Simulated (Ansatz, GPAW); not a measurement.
ZrC: programs and potentials compared

```xyz
2
Lattice="0.0000 2.3650 2.3650 2.3650 0.0000 2.3650 2.3650 2.3650 0.0000" Properties=species:S:1:pos:R:3 pbc="T T T"
Zr    2.3650    2.3650    2.3650
C     0.0000    0.0000    0.0000
```

Alike in all runs: task single point; functional PBE; k mesh 10 × 10 × 10; occupations gaussian, width 0.023 eV; no spin polarisation; no spin-orbit coupling. Pressure is positive in compression and, in plane waves, holds the error of the finite cutoff, which Ansatz's Pulay term estimates and takes out.

| program and potentials | plane-wave cutoff (eV) | notes | pressure (GPa) |
| --- | --- | --- | --- |
| Ansatz, Ansatz PAW | 420 | Pulay term of +0.20 GPa included | -2.96 |
| GPAW, GPAW PAW data sets (gpaw-data 1.2.1) | 800 | - | -3.88 |
| Ansatz, all-electron LAPW, scalar-relativistic | - | - | ? |

Task: Estimate from the other rows what the run with Ansatz, all-electron LAPW, scalar-relativistic gave.

Result: Pressure -2.90 GPa. The other rows, which needn't bracket it: pressure -3.88 to -2.96.
